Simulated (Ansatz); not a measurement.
**Ga2O3: band gap under strain**

How does strain move the band edges of Ga2O3 (database structure), and do the functionals agree on it? States: no strain; -3.0 % equal strain in all directions; -2.0 % equal strain in all directions.

The runs shown are made with Ansatz 0.2.0. PAW datasets, plane waves. No spin polarisation and no zero-point or thermal motion.

## 1. The structure to begin with

The unstrained cell was relaxed with r2SCAN; in each strained cell the atoms were relaxed again with r2SCAN. Names of k-points are those of the unstrained zone, where strain can split equivalent points. First state: no strain.

It is monoclinic, C2/m (No. 12); a = 12.255 Å, b = 3.039 Å, c = 5.808 Å, β = 103.8° in the conventional setting, 10.50 Å³ an atom. Near Ga stand 6 O at 1.94–2.08 Å; near Ga stand 4 O at 1.83–1.87 Å; near O stand 3 Ga at 1.84–1.94 Å; near O stand 4 Ga at 1.87–2.08 Å; near O stand 3 Ga at 1.83–1.94 Å.

Coordinates:

```cif
data_structure
_symmetry_space_group_name_H-M 'C2/m'
_symmetry_Int_Tables_number 12
_cell_length_a 12.2548
_cell_length_b 3.0391
_cell_length_c 5.8083
_cell_angle_alpha 90.000
_cell_angle_beta 103.806
_cell_angle_gamma 90.000
_cell_volume 210.07
loop_
_atom_site_label
_atom_site_type_symbol
_atom_site_symmetry_multiplicity
_atom_site_Wyckoff_symbol
_atom_site_fract_x
_atom_site_fract_y
_atom_site_fract_z
_atom_site_occupancy
Ga1 Ga 4 i 0.34126 0.00000 0.68555 1
Ga2 Ga 4 i 0.40949 0.50000 0.20523 1
O1 O 4 i 0.00370 0.50000 0.74375 1
O2 O 4 i 0.32666 0.50000 0.43647 1
O3 O 4 i 0.16421 0.00000 0.10913 1
```

## 2. No strain: PBE

input.yaml reads:

```yaml
crystal:
  lattice:
    - [6.1274132876, -1.5195579568, -0.0026133737]
    - [6.1274132876, 1.5195579568, -0.0026133737]
    - [-1.3836386898, 0.0, 5.641083569]
  atoms:
    - { symbol: Ga, position: [0.341259205, 0.341259205, 0.6855528865] }
    - { symbol: Ga, position: [0.658740795, 0.658740795, 0.3144471135] }
    - { symbol: Ga, position: [0.9094930945, 0.9094930945, 0.2052289589] }
    - { symbol: Ga, position: [0.0905069055, 0.0905069055, 0.7947710411] }
    - { symbol: O, position: [0.5037036246, 0.5037036246, 0.7437495234] }
    - { symbol: O, position: [0.4962963754, 0.4962963754, 0.2562504766] }
    - { symbol: O, position: [0.826655851, 0.826655851, 0.4364660295] }
    - { symbol: O, position: [0.173344149, 0.173344149, 0.5635339705] }
    - { symbol: O, position: [0.1642075744, 0.1642075744, 0.1091301468] }
    - { symbol: O, position: [0.8357924256, 0.8357924256, 0.8908698532] }
kpoints:
  mp_grid: { grid: [8, 8, 4] }
  band_path:
    path:
      - [0.0, 0.0, 0.0]
      - [-0.266303588, 0.266303588, 0.0]
      - [-0.733696412, -0.266303588, 0.0]
      - [-0.5, -0.5, 0.0]
      - [-0.5, -0.5, 0.5]
      - [-0.7419050365, -0.2580949635, 0.5]
      - [-0.2580949635, 0.2580949635, 0.5]
      - [0.0, 0.0, 0.5]
      - [-0.5, 0.0, 0.5]
      - [0.447917, -0.458333, -0.5]
    npoints: 1
hamiltonian:
  xc: pbe
scf:
  occupations: { method: fermi_dirac, width: 0.02 }
  n_extra_bands: 6
output:
  forces: true
  stress: true
  eigenvalues: true
```

Run with:

```bash
$ ansatz run input.yaml --threads 2 --pin off --max-ram 18432MiB --backend cpu --events-out ev --progress --plain --runs-dir out
```

Further steps of the session: No strain: r2SCAN; No strain: HSE06; -3.0 % equal strain in all directions: PBE; -3.0 % equal strain in all directions: r2SCAN; -3.0 % equal strain in all directions: HSE06; -2.0 % equal strain in all directions: PBE; -2.0 % equal strain in all directions: r2SCAN; -2.0 % equal strain in all directions: HSE06.

What does the calculation give?

As calculated:

Least gap in eV (negative: overlap), with the change from the unstrained cell in brackets:

```
                                state  volume change (%)           PBE        r2SCAN         HSE06
                            no strain               +0.0          2.37          3.02          4.18
-3.0 % equal strain in all directions               -8.7  3.08 (+0.71)  3.76 (+0.74)  4.93 (+0.75)
-2.0 % equal strain in all directions               -5.9  2.84 (+0.47)  3.52 (+0.50)  4.68 (+0.50)
```

In words: With HSE06, of the states in the table -3.0 % equal strain in all directions shifts the gap most, by +0.752 eV. PBE and HSE06 differ by 1.81 eV on the unstrained gap, and by at most 0.04 eV on its change: PBE follows the response to strain far better than the gap itself.
